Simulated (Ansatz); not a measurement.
Here is an unrelaxed guess for PbS.

```xyz
12
Lattice="2.5176 -3.0766 0.0000 2.5176 3.0766 0.0000 0.0000 0.0000 15.2010" Properties=species:S:1:pos:R:3 pbc="T T T"
Pb    2.5176    1.7974    8.8753
Pb    2.5176   -1.7974    6.3256
Pb    2.5176    1.2787    3.8002
Pb    2.5176   -1.7974    1.2748
Pb    2.5176    1.7974   13.9261
Pb    2.5176   -1.2787   11.4007
S     2.5176   -1.7974    8.8753
S     2.5176    1.7974    6.3256
S     2.5176   -1.2787    3.8002
S     2.5176    1.7974    1.2748
S     2.5176   -1.7974   13.9261
S     2.5176    1.2787   11.4007
```

Theory: DFT PBE, scalar-relativistic, plane waves, PAW (Ansatz 0.2.0). Cutoff 420 eV; k points 4×4×1 on the computed 12-atom cell (Γ-centred); Gaussian smearing, width 0.10 eV; no spin polarisation.

Formation energies are uncorrected and refer to the elements' standard structures at the same level.

Question: What does a single point on this coarse mesh give?

Answer: The pressure is 44.5 GPa (the mean over three directions, positive in compression), the largest force is 0.73 eV/Å, and the energy is +0.48 eV/atom against the elements. The shortest distance is 2.55 Å.

Question: Is it a good guess?

Answer: A poor one: relaxing gains about 1.0 eV/atom in 17 ionic steps and ends at −0.550 eV/atom on the finer mesh. The symmetry goes from Cmcm (No. 63) to Fm-3m (No. 225), and the primitive cell from 12 to 2 atoms. The end has the rock salt type. The volume per atom grows by 38.1 %, from 19.6 to 27.1 Å³. The shortest distance goes from 2.55 Å (Pb–S) to 3.00 Å (Pb–S). Conventional cell: a = 6.008 Å. Pb is surrounded by 6 S at 3.00 Å; S has 6 Pb at 3.00 Å.

The last run used a 12×12×12 mesh for its 2-atom cell and Gaussian smearing of 0.02 eV. These runs have no spin–orbit coupling, which can matter for Pb. The reference form of S is held partly by dispersion forces, which this level lacks. The relaxation can't lower the symmetry of the start, and the grade says only how near the guess is to its own end. Symmetry constrained the relaxation, so the result can be a saddle point.
